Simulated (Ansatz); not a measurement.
## Calculated Ge-73 NMR of the central transition for GeSe at a changed volume

Cell: an entry of the Crystallography Open Database (COD), relaxed with PBE at fixed cell and then changed (volume scaled by 1.02, ions relaxed).

```cif
data_GeSe
_symmetry_space_group_name_H-M 'Pnma'
_symmetry_Int_Tables_number 62
_cell_length_a 10.8917
_cell_length_b 3.8755
_cell_length_c 4.4291
_cell_angle_alpha 90.000
_cell_angle_beta 90.000
_cell_angle_gamma 90.000
loop_
_atom_site_label
_atom_site_type_symbol
_atom_site_symmetry_multiplicity
_atom_site_Wyckoff_symbol
_atom_site_fract_x
_atom_site_fract_y
_atom_site_fract_z
Ge Ge 4 c 0.1212 0.2500 0.1163
Se Se 4 c 0.8542 0.2500 0.4969
```

One atom of each set is listed.

Computed with Ansatz: DFT, PBE, plane waves and PAW, scalar-relativistic, 420 eV cutoff, Γ-centred 4×11×10 k-points, Fermi–Dirac smearing 0.02 eV.

Ge-73 has I = 9/2 and Q = -196.0 mb (Pyykkö 2018); at 23.5 T its Larmor frequency is ν₀ = 35.0 MHz. Only the quadrupole interaction is simulated: positions count from each site's isotropic chemical shift, and shift anisotropy, dipolar and J coupling are left out.

Simulated pattern of one Ge site (static powder, Gaussian broadening 10 kHz):

```json
{"offset (kHz)": "-148.0", "height": "0"}
{"offset (kHz)": "-140.5", "height": "7"}
{"offset (kHz)": "-133.0", "height": "34"}
{"offset (kHz)": "-125.5", "height": "51"}
{"offset (kHz)": "-118.0", "height": "55"}
{"offset (kHz)": "-110.5", "height": "59"}
{"offset (kHz)": "-103.0", "height": "64"}
{"offset (kHz)": "-95.6", "height": "71"}
{"offset (kHz)": "-88.1", "height": "86"}
{"offset (kHz)": "-80.6", "height": "100"}
{"offset (kHz)": "-73.1", "height": "86"}
{"offset (kHz)": "-65.6", "height": "72"}
{"offset (kHz)": "-58.1", "height": "65"}
{"offset (kHz)": "-50.6", "height": "61"}
{"offset (kHz)": "-43.1", "height": "58"}
{"offset (kHz)": "-35.7", "height": "56"}
{"offset (kHz)": "-28.2", "height": "55"}
{"offset (kHz)": "-20.7", "height": "54"}
{"offset (kHz)": "-13.2", "height": "54"}
{"offset (kHz)": "-5.7", "height": "54"}
{"offset (kHz)": "1.8", "height": "48"}
{"offset (kHz)": "9.3", "height": "44"}
{"offset (kHz)": "16.7", "height": "46"}
{"offset (kHz)": "24.2", "height": "50"}
{"offset (kHz)": "31.7", "height": "56"}
{"offset (kHz)": "39.2", "height": "68"}
{"offset (kHz)": "46.7", "height": "91"}
{"offset (kHz)": "54.2", "height": "88"}
{"offset (kHz)": "61.7", "height": "60"}
{"offset (kHz)": "69.2", "height": "35"}
{"offset (kHz)": "76.6", "height": "7"}
{"offset (kHz)": "84.1", "height": "0"}
```

**Question.** Which |C_Q| and η does the pattern imply?

**Answer.** The pattern spans 207 kHz before broadening and its centre of gravity is at -33.1 kHz, which fixes P_Q; the places of the horns and steps fix η. That gives P_Q = 28.9 MHz, |C_Q| = 28.6 MHz and η = 0.25. The sign of C_Q can't be read from the pattern.

At Ge V_zz stands upright on the plane through its three neighbours (within 11°).
